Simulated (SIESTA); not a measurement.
Crystal: NbAs.

```
Nb As
1.0
    -1.72585    1.72585    5.84000
     1.72585   -1.72585    5.84000
     1.72585    1.72585   -5.84000
Nb As
2 2
Direct
  0.50000 0.00000 0.50000
  0.75000 0.75000 0.00000
  0.91600 0.41600 0.50000
  0.16600 0.16600 0.00000
```

Base run:

| Property | Result |
| --- | --- |
| Program | SIESTA 5.4.2 |
| Functional | PBE |
| Potentials or basis | PseudoDojo 0.4 standard (PBE files) |
| Basis | DZP (energy shift 0.003 Ry; two zetas on semicore shells) |
| Grid cutoff | 800 Ry |
| Energy shift | 0.003 Ry |
| k mesh | 8 × 8 × 8 |
| Occupations | fermi-dirac, width 0.05 eV |
| Spin | no spin polarisation |

Its results: band gap on the k mesh none (metal or under the smearing width); pressure 6.1 GPa; largest force 0.344 eV/Å.

Question: After a change of settings the same cell gave: band gap on the k mesh none (metal or under the smearing width); pressure 0.5 GPa; largest force 0.338 eV/Å. Which change was it?
A. functional from PBE to PBEsol; potentials or basis from PseudoDojo 0.4 standard (PBE files) to PseudoDojo 0.4 standard (PBEsol files)
B. potentials or basis from PseudoDojo 0.4 standard (PBE files) to PseudoDojo 0.4 stringent (PBE files); valence electrons from 56 to 72
C. potentials or basis from PseudoDojo 0.4 standard (PBE files) to PseudoDojo 0.5 standard (PBE files)
D. potentials or basis from PseudoDojo 0.4 standard (PBE files) to SG15 1.2 (PBE files) or PseudoDojo by element; valence electrons from 56 to 36

Answer: A.

Caveats: the basis of atomic orbitals isn't converged, which shifts pressures, moduli and gaps.
